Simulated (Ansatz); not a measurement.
Crystal: V.

```
CELL_PARAMETERS angstrom
-1.51435 1.51435 1.51435
1.51435 -1.51435 1.51435
1.51435 1.51435 -1.51435
ATOMIC_POSITIONS crystal
V 0.00000 0.00000 0.00000
```

Base run:

```yaml
Program: Ansatz 0.2.0
Functional: PBE
Potentials_or_basis: Ansatz PAW earlier set
Cutoff: 930 eV
Density_cutoff: 3720 eV
k_mesh: 12 × 12 × 12
Occupations: fermi-dirac, width 0.05 eV
Spin: collinear spin, ferromagnetic start
Starting_moments: "[2.0] μB"
```

Its results: band gap on the k mesh none (metal or under the smearing width); pressure -5.4 GPa; net moment 0.00 μB per cell.

Q: The run is repeated on the same cell with these changes: potentials or basis from Ansatz PAW earlier set to JTH PAW; cutoff from 930 eV to 1410 eV (not typed: the program's choice for these potentials). What comes out?

A: Band gap on the k mesh none (metal or under the smearing width); pressure -4.8 GPa; net moment 0.00 μB per cell.

Caveats: the starting moments weren't kept.
